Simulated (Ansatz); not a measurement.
# CsPbCl3 (model cell, started as cubic perovskite with Pb in the octahedra): a soft mode frozen in, part 2 of 3

Which phase does CsPbCl3 (model cell, started as cubic perovskite with Pb in the octahedra) fall into along its unstable mode, and how much energy does it gain?

Ansatz 0.2.0; DFT PBEsol, scalar-relativistic, plane waves, PAW; PAW set soft_1.

So far, highest frequency on the path or at a solved wavevector (cm⁻¹): step 2 (response at finite wavevector) 263. Also lowest frequency on the path (cm⁻¹): step 2 -48.0.

**6. Relaxing from the distorted cell**

Starting from the lowest point found, all atoms and the cell are let go, so that strain and other modes of the same symmetry can join in.

Input file input.yaml:

```yaml
crystal:
  lattice:
    - [5.6180085334, 5.6180085334, 0.0]
    - [5.6180085334, 0.0, 5.6180085334]
    - [5.6180085334, 0.0, -5.6180085334]
  atoms:
    - { symbol: Cs, position: [0.0, 0.0, 0.0] }
    - { symbol: Cs, position: [0.0, 0.5, 0.5] }
    - { symbol: Pb, position: [0.5, 0.25, 0.75] }
    - { symbol: Pb, position: [0.5, 0.75, 0.25] }
    - { symbol: Cl, position: [0.4433610594, 0.0, 1.0] }
    - { symbol: Cl, position: [0.5566389406, 0.5, 0.5] }
    - { symbol: Cl, position: [0.0, -0.0566389406, 0.5] }
    - { symbol: Cl, position: [0.0, 0.5566389406, 0.0] }
    - { symbol: Cl, position: [0.4433610594, 0.0566389406, 0.5] }
    - { symbol: Cl, position: [0.5566389406, 0.4433610594, 0.0] }
kpoints:
  mp_grid: { grid: [6, 6, 6] }
hamiltonian:
  xc: pbesol
  pseudopotentials: { kind: paw, azcp: { folder: soft_1 }, xc_functional: pbe }
scf:
  occupations: { method: fixed }
output:
  forces: true
  stress: true
  eigenvalues: true
relax:
  adjacent_minimum: "off"
  f_tol: 0.002
  max_steps: 120
  cell: { stress_tol: 0.03 }
```

Launch:

```console
$ ansatz run input.yaml --threads 4 --pin off --max-ram 16384MiB --backend cpu --events-out ev --progress --plain --runs-dir out
```

Numbers of over 12 decimals in the logs are rounded to 6 here.

The program printed:

```text
[...]
Crystal: 10 atoms, lattice volume = 354.631 Å³
Basis set: ecut = 420 eV, 6879 PW (Γ), exchange–correlation on 108×108×108 points (8 copies of the dense FFT grid, shifted against one another)
Bands: 54, of which v1, the nominal top of the filled ones, is band 44 counted from 1 (43 counted from 0)
Symmetry: 12 space group operations
[...]
k-points: 32 of 216
[...]
SCF iter   1: F=—  HF=-41068.480636 eV  |F-HF|=—  |Δ(HF+E_count)|=         —  Δρ=2.46e-2  dr2=5.01e0  ethr=3.10e-3  ⟨swp⟩=6.2  Hψ=6589  notcnv=0  defer=217
[...]
SCF iter   8: F=-41066.066564 eV  HF=-41066.066564 eV  |F-HF|=1.04e-8  |Δ(HF+E_count)|=   6.37e-8  Δρ=1.70e-6  dr2=1.17e-8  ethr=1.14e-10  ⟨swp⟩=18.9  Hψ=12044  notcnv=0
SCF 1 converged in 8 iterations: F = -41066.066564 eV  dr2 = 1.17e-8
[...]
relax step   1: F+E_penalty+E_count = -41066.06656372 eV  Δ(F+E_penalty+E_count) = +0.000e0 eV  max|allowed force component| = 1.101e-2 eV/Å  Δτ_max = 0.0000 Å  P = -0.402 GPa  Ω = 354.631 Å³  (8 SCF iters, dr2 threshold 1.00e-7 eV, accepted)
Crystal: 10 atoms, lattice volume = 350.515 Å³
Basis set: ecut = 420 eV, 6855 PW (Γ), exchange–correlation on 108×108×108 points (8 copies of the dense FFT grid, shifted against one another)
[...]
iter 1 solved again at ethr=1.13e-6 eV; its pass at ethr=3.10e-3 eV (dr2=9.95e-4 eV) is discarded
[...]
SCF iter   5: F=-41066.077489 eV  HF=-41066.077489 eV  |F-HF|=6.14e-8  |Δ(HF+E_count)|=   8.12e-7  Δρ=3.09e-6  dr2=2.81e-8  ethr=9.59e-10  ⟨swp⟩=16.1  Hψ=11011  notcnv=0
SCF 2 converged in 5 iterations: F = -41066.077489 eV  dr2 = 2.81e-8
relax step   2: F+E_penalty+E_count = -41066.07748902 eV  Δ(F+E_penalty+E_count) = -1.093e-2 eV  max|allowed force component| = 1.323e-2 eV/Å  Δτ_max = 0.0107 Å  P = -0.144 GPa  Ω = 350.515 Å³  energy of the carried Pulay correction = +1.948e-4 eV  (5 SCF iters, dr2 threshold 8.44e-7 eV, accepted)
Crystal: 10 atoms, lattice volume = 345.987 Å³
Basis set: ecut = 420 eV, 6741 PW (Γ), exchange–correlation on 108×108×108 points (8 copies of the dense FFT grid, shifted against one another)
[...]
SCF iter   6: F=-41066.086742 eV  HF=-41066.086742 eV  |F-HF|=1.14e-9  |Δ(HF+E_count)|=   5.23e-7  Δρ=2.85e-6  dr2=2.68e-8  ethr=2.62e-10  ⟨swp⟩=17.2  Hψ=11412  notcnv=0
SCF 3 converged in 6 iterations: F = -41066.086742 eV  dr2 = 2.68e-8
[...]
relax step   3: F+E_penalty+E_count = -41066.08674174 eV  Δ(F+E_penalty+E_count) = -9.253e-3 eV  max|allowed force component| = 7.415e-3 eV/Å  Δτ_max = 0.0388 Å  P = +0.090 GPa  Ω = 345.987 Å³  energy of the carried Pulay correction = +4.136e-4 eV  (6 SCF iters, dr2 threshold 2.31e-7 eV, accepted)
[...]
relax step   4: F+E_penalty+E_count = -41066.08866047 eV  Δ(F+E_penalty+E_count) = -1.919e-3 eV  max|allowed force component| = 5.428e-3 eV/Å  Δτ_max = 0.0130 Å  P = +0.032 GPa  Ω = 346.005 Å³  energy of the carried Pulay correction = +4.127e-4 eV  (5 SCF iters, dr2 threshold 4.63e-8 eV, accepted)
[...]
relax step   5: F+E_penalty+E_count = -41066.08891628 eV  Δ(F+E_penalty+E_count) = -2.558e-4 eV  max|allowed force component| = 2.390e-4 eV/Å  Δτ_max = 0.0102 Å  P = -0.003 GPa  Ω = 346.214 Å³  energy of the carried Pulay correction = +4.026e-4 eV  (6 SCF iters, dr2 threshold 3.07e-9 eV, accepted)
[...]
SCF iter   4: F=-41066.088565 eV  HF=-41066.088565 eV  |F-HF|=9.46e-11  |Δ(HF+E_count)|=   2.50e-8  Δρ=1.10e-7  dr2=1.51e-11  ethr=1.00e-12  ⟨swp⟩=17.7  Hψ=14104  notcnv=0
SCF 6 converged in 4 iterations: F = -41066.088565 eV  dr2 = 1.51e-11
relax step   6: F+E_penalty+E_count = -41066.08856483 eV  Δ(F+E_penalty+E_count) = +3.514e-4 eV  max|allowed force component| = 2.431e-4 eV/Å  Δτ_max = 0.0000 Å  P = -0.003 GPa  Ω = 346.214 Å³  stress off target by 6.80e-3 GPa  SCF on the basis re-selected at this cell (its energy is not comparable with the rows above)  (4 SCF iters)
basis re-selected at this cell: Δ(F+E_penalty+E_count) = +3.514e-4 eV, ΔP = -0.000 GPa vs the last step (what re-selecting the basis moved, of the pressure what is left beyond the Pulay correction that the steps carried, after the strain that the cell walked since its last selection, with what the two solves' SCF thresholds leave and, on support functions, any second-order correction that the steps lacked; it is no m [...]
SCF converged after 4 iterations
Free energy (F): -41066.088565 eV
[...]
Internal energy: -41066.088565 eV  (E = F + TS)
E sigma→0 (E₀):  -41066.088565 eV
Fermi energy:    3.778221 eV
[...]
--- Forces (eV/Å), atoms counted from 1 ---
  atom   1  Cs    -0.00000000     0.00000000    -0.00000000
  atom   2  Cs     0.00000000    -0.00000000     0.00000000
  atom   3  Pb     0.00000000     0.00000000     0.00000000
  atom   4  Pb     0.00000000    -0.00000000     0.00000000
  atom   5  Cl    -0.00024311    -0.00024311     0.00000000
  atom   6  Cl     0.00024311     0.00024311    -0.00000000
  atom   7  Cl    -0.00024311     0.00000000    -0.00024311
  atom   8  Cl     0.00024311    -0.00000000     0.00024311
  atom   9  Cl    -0.00000000    -0.00024311     0.00024311
  atom  10  Cl     0.00000000     0.00024311    -0.00024311
  max |Σ_I F_I| component: 7.05e-19 eV/Å
--- Stress (GPa, compression-positive) ---
       -0.003340       0.001728       0.001728
        0.001728      -0.003340      -0.001728
        0.001728      -0.001728      -0.003340
  P = ⅓ Tr σ = -0.0033 GPa (-0.033 kbar)
--- Band table (eV; the first three rows and the last of 32) ---
  k-point 0: bands = [... 40 lower, 1.8327, 1.8327, 1.9079, 3.7782, 5.8969, 6.0331, 6.0331, 7.6615, ... 6 higher]
  k-point 1: bands = [... 40 lower, 1.7672, 1.7672, 1.9270, 3.4440, 6.2386, 6.3009, 6.3009, 7.8355, ... 6 higher]
  k-point 2: bands = [... 40 lower, 1.6603, 1.6603, 1.9792, 2.7884, 6.9496, 6.9809, 6.9809, 8.0527, ... 6 higher]
  k-point 31: bands = [... 40 lower, 1.7379, 1.7379, 2.4201, 2.4201, 6.7895, 6.7895, 7.8150, 7.8150, ... 6 higher]
--- Relaxed structure (5 steps of the walk, 5 accepted, 1 SCFs on fresh bases) ---
  F+E_penalty+E_count = -41066.08856483 eV   max|allowed force component| = 2.431e-4 eV/Å   (the final SCF, on the basis selected at the relaxed cell)
  cell:  # Å, volume = 346.2135 Å³
    - [5.643936, 5.643936, 0.0]
    - [5.643936, 1.3877787807814457e-17, 5.643936]
    - [5.504231, 0.139705, -5.504231]
  atoms:
    - { symbol: Cs, position: [-1.5438953729453995e-19, 0, 1.08072676106178e-19] }
    - { symbol: Cs, position: [1.870248747537495e-18, 0.500000, 0.500000] }
    - { symbol: Pb, position: [0.500000, 0.250000, 0.750000] }
    - { symbol: Pb, position: [0.500000, 0.750000, 0.25] }
    - { symbol: Cl, position: [0.434215, 0.0, 1.0] }
    - { symbol: Cl, position: [0.565785, 0.500000, 0.500000] }
    - { symbol: Cl, position: [4.336808689942018e-18, -0.065785, 0.500000] }
    - { symbol: Cl, position: [-2.6020852139652106e-18, 0.565785, 0.0] }
    - { symbol: Cl, position: [0.434215, 0.065785, 0.5] }
    - { symbol: Cl, position: [0.565785, 0.434215, -2.7755575615628914e-17] }
```

Wall time 69 s (4 threads of Arm Neoverse V1, shared host); peak memory 1.1 GiB; 4.5 min of CPU time.

Step by step:

```csv
step,energy less that of the first step (eV),largest force component (eV/Å),pressure (GPa),volume (Å³)
1,0.0000,0.0110,-0.40,354.63
2,-0.0109,0.0132,-0.14,350.52
3,-0.0202,0.0074,0.09,345.99
4,-0.0221,0.0054,0.03,346.01
5,-0.0224,0.0002,0.00,346.21
6*,-0.0220,0.0002,0.00,346.21
```

Relaxation steps marked * repeat the geometry before them on a plane-wave basis chosen anew for their cell, so energy and pressure can jump there.

Forces are held to the 12 operations that the run works with; a distortion that breaks them can't arise in this run.

```csv
"conventional cell, symmetrised",before,after,change
a (Å),7.945,7.982,+0.5 %
b (Å),7.945,7.982,+0.5 %
c (Å),19.461,18.825,-3.3 %
volume (Å³/atom),35.46,34.62,-2.4 %
```

The atoms that moved most (Å, as changes of fractional coordinates times the final cell):

```csv
atom,dx,dy,dz,length
Cl6,0.052,0.052,0.000,0.073
Cl8,0.052,0.000,0.052,0.073
Cl10,0.000,0.052,-0.052,0.073
Cl7,-0.052,0.000,-0.052,0.073
Cl9,0.000,-0.052,0.052,0.073
Cl5,-0.052,-0.052,0.000,0.073
```

This step gave:

```yaml
pressure: -0.003340 GPa
gap_on_the_k_mesh: 2.119 eV
volume_per_atom: 34.62 Å³
```

The distorted start has space group R-3c; the relaxation ends in R-3c.

**7. The new phase in its own primitive cell**

The relaxed structure is symmetrised, reduced to its primitive cell and relaxed tightly, as its phonons need.

input.yaml, the sections that differ from step 6:

```yaml
crystal:
  lattice:
    - [3.9908654115, 2.3041272196, 6.2750799021]
    - [-3.9908654115, 2.3041272196, 6.2750799021]
    - [0.0, -4.6082544393, 6.2750799021]
  atoms:
    - { symbol: Cs, position: [0.75, 0.75, 0.75] }
    - { symbol: Cs, position: [0.25, 0.25, 0.25] }
    - { symbol: Pb, position: [0.5, 0.5, 0.5] }
    - { symbol: Pb, position: [0.0, 0.0, 0.0] }
    - { symbol: Cl, position: [0.1842145152, 0.75, 0.3157854848] }
    - { symbol: Cl, position: [0.8157854848, 0.25, 0.6842145152] }
    - { symbol: Cl, position: [0.6842145152, 0.8157854848, 0.25] }
    - { symbol: Cl, position: [0.3157854848, 0.1842145152, 0.75] }
    - { symbol: Cl, position: [0.25, 0.6842145152, 0.8157854848] }
    - { symbol: Cl, position: [0.75, 0.3157854848, 0.1842145152] }
relax:
  adjacent_minimum: "off"
  f_tol: 0.001
  max_steps: 60
  cell: { stress_tol: 0.01 }
# kpoints, hamiltonian, scf, output: as in step 6
```

The program printed:

```text
[...]
Crystal: 10 atoms, lattice volume = 346.214 Å³
Basis set: ecut = 420 eV, 6735 PW (Γ), exchange–correlation on 108×108×108 points (8 copies of the dense FFT grid, shifted against one another)
Bands: 54, of which v1, the nominal top of the filled ones, is band 44 counted from 1 (43 counted from 0)
Symmetry: 12 space group operations
[...]
k-points: 32 of 216
[...]
- { symbol: Pb, position: [0.500000, 0.500000, 0.500000] }
    - { symbol: Pb, position: [0.0, 0.0, 0.0] }
    - { symbol: Cl, position: [0.184215, 0.750000, 0.3157854848] }
    - { symbol: Cl, position: [0.815785, 0.250000, 0.684215] }
    - { symbol: Cl, position: [0.684215, 0.815785, 0.25] }
    - { symbol: Cl, position: [0.315785, 0.184215, 0.750000] }
    - { symbol: Cl, position: [0.250000, 0.684215, 0.815785] }
    - { symbol: Cl, position: [0.750000, 0.315785, 0.184215] }
[key lines of the parts left out:]
SCF converged after 6 iterations
Free energy (F): -41066.088565 eV
Fermi energy:    3.778221 eV
P = ⅓ Tr σ = -0.0033 GPa (-0.033 kbar)
```

The job ended after 25 s (4 threads; peak memory 1 GiB; 99 s of CPU time).

Little changed from the start: no atom moved by 0.005 Å and no cell edge by 0.1 %.

This step gave:

```yaml
direct_gap_on_mesh: 2.119 eV
```

The largest force component left is 0.34 meV/Å and the pressure is -0.003 GPa, within the tolerances set. The cell now holds 34.62 Å³/atom.

(Part 2 of 3 ends here.)

[Logs are printed without paths, hosts, clocks, repeated set-up lines and the standing remarks that a program may print on its own settings, such as how far it seeks lower states.]

[Hosts, paths, dates, database ids (printed as entryN), source tags and the programs' standing remarks are cut or masked in the printed files.]
